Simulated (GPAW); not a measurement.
Wanted: an ASE script for a GPAW 26.7.0 run.

```yaml
Task: single point
Functional: PBE
Potentials_or_basis: GPAW PAW data sets (gpaw-data 1.2.1)
Cutoff: 600 eV
Basis: pw
k_mesh: 8 × 8 × 3
Occupations: gaussian, width 0.014 eV
Spin: no spin polarisation
Maxiter: 150
```

The structure of ZnS (Wurtzite-4H) lies in POSCAR:

```
ZnS
1.0
    3.8227000000      0.0000000000      0.0000000000
   -1.9113500000      3.3105553110      0.0000000000
    0.0000000000      0.0000000000     12.5200000000
Zn S
4 4
Direct
    0.6666666667      0.3333333333      0.7500000000
    0.3333333333      0.6666666667      0.2500000000
    0.0000000000      0.0000000000      0.5000000000
    0.0000000000      0.0000000000      0.0000000000
    0.6666666667      0.3333333333      0.9375000000
    0.3333333333      0.6666666667      0.4375000000
    0.0000000000      0.0000000000      0.6875000000
    0.0000000000      0.0000000000      0.1875000000
```

One way to write it, as run:

run.py

```python
from ase.dft.bandgap import bandgap
from ase.io import read, write
from ase.units import Bohr, GPa
from gpaw import GPAW, PW
from gpaw.elf import elf_from_dft_calculation

atoms = read('POSCAR')

calc = GPAW(mode=PW(600),
            xc='PBE',
            kpts={'size': (8, 8, 3), 'gamma': True},
            occupations={'name': 'methfessel-paxton', 'order': 0, 'width': 0.014},
            nbands=57,
            convergence={'density': 1e-05, 'energy': 1e-05},
            maxiter=150,
            txt='gpaw.txt')
atoms.calc = calc
energy = atoms.get_potential_energy()
forces = atoms.get_forces()
stress = atoms.get_stress()
calc.write('gs.gpw')
write('result.traj', atoms)
print(f'Energy: {energy:.6f} eV')
print('Forces (eV/A):')
print(forces.round(4))
print('Stress (GPa):', (stress / GPa).round(3))
print('Fermi level:', round(calc.get_fermi_level(), 4), 'eV')
print(f'Gap: {bandgap(calc)[0]:.4f} eV, direct: {bandgap(calc, direct=True)[0]:.4f} eV')

# fields on the real-space grid
write('density.cube', atoms, data=calc.get_pseudo_density() * Bohr**3)
write('potential.cube', atoms, data=calc.get_electrostatic_potential())
write('elf.cube', atoms, data=elf_from_dft_calculation(calc).data)
```

Potentials or basis: GPAW PAW data sets (gpaw-data 1.2.1), pw.

Run with:

```sh
$ OMP_NUM_THREADS=1 python run.py
```

Results of the run:

```
Pressure               : 1.3 GPa
Largest force          : 0.044 eV/Å
Band gap on the k mesh : 2.12 eV, direct
```

Caveat: an odd mesh through Γ misses points on the zone boundary, where band edges often lie.

It took 3.7 min on 1 thread of Arm Neoverse V1, with other jobs on the host, peak memory 0.36 GiB.
